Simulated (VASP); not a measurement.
# BaTe in VASP: how settings move the PBE single point

The PBE single point of BaTe built on the rocksalt prototype, under +5.1 % equal strain in all directions is repeated with altered inputs. Which of them can be trusted?

The runs shown are made with VASP 6.6.1. PAW datasets, plane waves. Computed at 0 K without zero-point motion; spin polarisation is off.

## Step 1: The structure to begin with

The cell comes from an earlier relaxation with r2SCAN in another program.

It is cubic, Fm-3m (No. 225); a = 7.426 Å in the conventional setting, 51.18 Å³ an atom. Near Ba stand 6 Te at 3.71 Å; near Te stand 6 Ba at 3.71 Å.

As a file:

```xyz
2
Lattice="0.0000 3.7129 3.7129 3.7129 0.0000 3.7129 3.7129 3.7129 0.0000" Properties=species:S:1:pos:R:3 pbc="T T T"
Ba    0.0000    0.0000    0.0000
Te    3.7129    3.7129    3.7129
```

## Step 2: The reference run

Contents of INCAR:

```
ENCUT = 520.000000
SIGMA = 0.020000
EDIFF = 1.00e-07
GGA = PE
PREC = Accurate
IBRION = -1
ISIF = 2
ISMEAR = -1
NBANDS = 15
NELM = 120
NSW = 0
LASPH = .TRUE.
LCHARG = .FALSE.
LWAVE = .FALSE.
LREAL = .FALSE.
```

Contents of KPOINTS:

```
KPOINTS created by Atomic Simulation Environment
0
Gamma
6 6 6
0 0 0
```

Contents of POSCAR:

```
Ba Te
 1.0000000000000000
     0.0000000000000000    3.7128918017000001    3.7128918017000001
     3.7128918017000001    0.0000000000000000    3.7128918017000001
     3.7128918017000001    3.7128918017000001    0.0000000000000000
 Ba  Te
   1   1
Cartesian
  0.0000000000000000  0.0000000000000000  0.0000000000000000
  3.7128918017000001  3.7128918017000001  3.7128918017000001
```

A file KPOINTS_OPT adds named points for the levels; it doesn't enter the self-consistent loop.

Potentials: the recommended PBE PAW datasets, 16 valence electrons.

The run is started by

```sh
$ mpirun -np 1 vasp_std
```

## Step 3: Altered input 1

Changes to INCAR since step 2:

```diff
@@ -9,3 +9,2 @@
 NBANDS = 15
-NELM = 120
 NSW = 0
@@ -15 +14,3 @@
 LREAL = .FALSE.
+NELECT = 16.1
+NELM = 61
```

KPOINTS is that of step 2.

POSCAR is that of step 2.

## Step 4: Altered input 2

Contents of INCAR:

```
ENCUT = 520.000000
SIGMA = 0.020000
EDIFF = 1.00e-07
PREC = Accurate
IBRION = -1
ISIF = 2
ISMEAR = -1
NBANDS = 15
NSW = 0
LASPH = .TRUE.
LCHARG = .FALSE.
LWAVE = .FALSE.
LREAL = .FALSE.
NELECT = 16.1
METAGGA = SCAN
NELM = 84
```

KPOINTS is that of step 2.

POSCAR is that of step 2.

## Step 5: Altered input 3

INCAR is that of step 2.

Contents of KPOINTS:

```
KPOINTS created by Atomic Simulation Environment
0
Monkhorst-Pack
6 6 6
0 0 0
```

POSCAR is that of step 2.

## Step 6: Altered input 4

Changes to INCAR since step 2:

```diff
@@ -7,5 +7,3 @@
 ISIF = 2
-ISMEAR = -1
 NBANDS = 15
-NELM = 120
 NSW = 0
@@ -15 +13,3 @@
 LREAL = .FALSE.
+NELM = 78
+ISMEER = 0
```

KPOINTS is that of step 2.

POSCAR is that of step 2.

Before running it: what results should come out? Wanted: for each run, changed; ending; energy change; pressure; electronic steps; usable.

As calculated:

| run | changed | ending | energy change (meV/atom) | pressure (GPa) | gap on the mesh (eV; negative: overlap) | electronic steps | time | usable |
| --- | --- | --- | --- | --- | --- | --- | --- | --- |
| ref. | – | converged | 0 | -2.9 | 1.82 | 16 | 16 s | yes |
| 1 | NELECT = 16.1, NELM = 61 | converged | – | -2.3 | – | 14 | 13 s | no |
| 2 | NELECT = 16.1, METAGGA = SCAN, NELM = 84 | converged | – | -2.6 | – | 18 | 56 s | no |
| 3 | shifted mesh | converged | -0.1 | -2.9 | 2.03 | 16 | 21 s | yes |
| 4 | ISMEER = 0 | converged | 0.0 | -2.9 | 1.82 | 16 | 14 s | yes |

What this shows: Of 4 altered inputs, 2 ended normally on a faulty or unsound input, 2 gave usable results. Among the usable ones with comparable energies, «shifted mesh» moves the energy most, by -0.1 meV/atom.
